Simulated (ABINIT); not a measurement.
Runs of ABINIT 10.8.3 (patched build) on HfC. Symmetry: Fm-3m, No. 225, cubic system. Conventional cell: a = 4.650 Å, b = 4.650 Å, c = 4.650 Å, α = 90.00°, β = 90.00°, γ = 90.00°. Hf (site symmetry m-3m) is surrounded by 6 C at 2.33 Å. Around C (site symmetry m-3m) lie 6 Hf at 2.33 Å. 

```csv
potentials or basis,cutoff (eV),fine-grid cutoff,V0 of scaled cells (Å³/atom),B0 (GPa)
Ansatz NC PBE,1143,-,12.59,233
SPMS NC PBE v1.0,952,-,12.60,236
SG15 NC PBE v1.2,1088,-,12.59,(b)
PseudoDojo NC SR PBE v0.4.1 standard,1116,-,12.59,237
JTH PAW PBE v2.0,517,1034.03 eV,(a),238
PseudoDojo NC SR PBE v0.5 standard,1116,-,12.59,237
```

Alike in all rows: task equation of state; level PBE; no spin polarisation; cell as given; k mesh 10 × 10 × 10; smearing fermi-dirac 0.05 eV.

**Question.** Estimate the missing entries.

**Answer.** (a) 12.58; (b) 234.

Caveats: pressures at fixed basis lie under the slope of the energies.
